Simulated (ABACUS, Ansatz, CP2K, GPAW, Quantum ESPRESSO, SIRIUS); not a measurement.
## Cost and result for the bulk modulus of Ta

Space group Im-3m (No. 229). a = 3.303 Å, b = 3.303 Å, c = 3.303 Å, α = 90.00°, β = 90.00°, γ = 90.00°
| atom | site | symmetry | x | y | z |
| --- | --- | --- | --- | --- | --- |
| Ta | 2a | m-3m | 0.0000 | 0.0000 | 0.0000 |

| rung | level | program and potentials | cutoff (eV) | k mesh | smearing | core time | chip | bulk modulus (GPa) | miss | notes |
| --- | --- | --- | --- | --- | --- | --- | --- | --- | --- | --- |
| GGA | BLYP | ABACUS, PseudoDojo NC SR 0.5 PBE standard, plane waves | 789 | 9 × 9 × 9 | fermi-dirac 0.05 | 18 s | Intel Xeon Platinum 8488C Sapphire Rapids | 169.6 | -12.6 % | potentials made for PBE; fit through 4 volumes |
| GGA | PBEsol | ABACUS, PseudoDojo NC SR 0.4.1 PBEsol standard, plane waves | 789 | 9 × 9 × 9 | fermi-dirac 0.05 | 19 s | Intel Xeon Platinum 8488C Sapphire Rapids | 190.1 | -2.0 % | fit through 4 volumes; far from this level's other runs, on another mesh |
| GGA | PBE | Ansatz, all-electron LAPW, scalar-relativistic | - | 11 × 11 × 11 | fermi-dirac 0.05 | 24 s | AMD EPYC 9R45 Zen 5 | 193.4 | -0.3 % | - |
| GGA | PW91 | ABACUS, SPMS ONCV 1.0 PBE, plane waves | 816 | 9 × 9 × 9 | fermi-dirac 0.05 | 25 s | Intel Xeon Platinum 8488C Sapphire Rapids | 179.6 | -7.4 % | potentials made for PBE; fit through 4 volumes |
| LDA | LDA | Quantum ESPRESSO, PseudoDojo 0.4.1 SR LDA standard | 789 | 11 × 11 × 11 | fermi-dirac 0.05 | 51 s | Arm Neoverse V1 | 228.5 | +17.8 % | - |
| GGA | PBEsol | Quantum ESPRESSO, PseudoDojo 0.4.1 SR PBEsol standard | 789 | 11 × 11 × 11 | fermi-dirac 0.05 | 52 s | Arm Neoverse V1 | 211.5 | +9.0 % | - |
| GGA | PBE | ABACUS, PseudoDojo NC SR 0.4.1 PBE standard, plane waves | 789 | 11 × 11 × 11 | fermi-dirac 0.05 | 66 s | Intel Xeon Platinum 8259CL Skylake/Cascade Lake | 194.6 | +0.3 % | - |
| GGA + dispersion | PBEsol+D3(BJ) | GPAW, PAW data sets generated for this functional | 600 | 11 × 11 × 11 | fermi-dirac 0.05 | 76 s | Arm Neoverse V1 | 228.6 | +17.8 % | - |
| GGA | SOGGA | GPAW, PAW data sets generated for this functional | 600 | 11 × 11 × 11 | fermi-dirac 0.05 | 79 s | Arm Neoverse V1 | 212.6 | +9.6 % | - |
| LDA | LDA | SIRIUS, all-electron FP-LAPW, apw+lo standard | - | 11 × 11 × 11 | fermi-dirac 0.05 | 4.6 min | Arm Neoverse V1 | (a) | ? | - |
| GGA | PBEsol | SIRIUS, all-electron FP-LAPW, apw+lo standard | - | 11 × 11 × 11 | fermi-dirac 0.05 | 4.6 min | Arm Neoverse V1 | (b) | ? | - |
| GGA | PBE | SIRIUS, all-electron FP-LAPW, apw+lo standard | - | 11 × 11 × 11 | fermi-dirac 0.05 | 4.9 min | Arm Neoverse V1 | 193.4 | -0.3 % | - |
| GGA + dispersion | PBE+D3(zero damping) | SIRIUS, all-electron FP-LAPW, apw+lo standard | - | 11 × 11 × 11 | fermi-dirac 0.05 | 4.9 min | Arm Neoverse V1 | (c) | ? | - |
| GGA | PBE | CP2K, POTENTIAL_UZH Ta GTH-PBE-q13; TZVP-MOLOPT-PBE-GTH basis | - | 11 × 11 × 11 | fermi-dirac 0.05 | 10 min | Arm Neoverse V1 | 195.4 | +0.7 % | atomic basis |

Times are single runs on shared hosts and different chips, so they are rough; meshes, cutoffs and the tasks' sizes weigh on the time. Task: equation of state. All rows: no spin polarisation. Smearing widths are in eV. The cell comes from a database and isn't always the measured one. For a metal such meshes aren't converged. Meshes differ between rows, which moves values too. Meshes are those of the run's cell of 1 atom unless a note names another. Misses use the values as printed. Runs on faulty files, with rough fits or with known faults for this quantity aren't shown. No row holds spin-orbit coupling.

Measured: 194 GPa (arxiv:1910.08312). The runs are for a static lattice.

Task: Estimate the values left out from the other rows.

Result: (a) 226.3 GPa, miss +16.6 %; (b) 211.2 GPa, miss +8.9 %; (c) 212.1 GPa, miss +9.3 %.
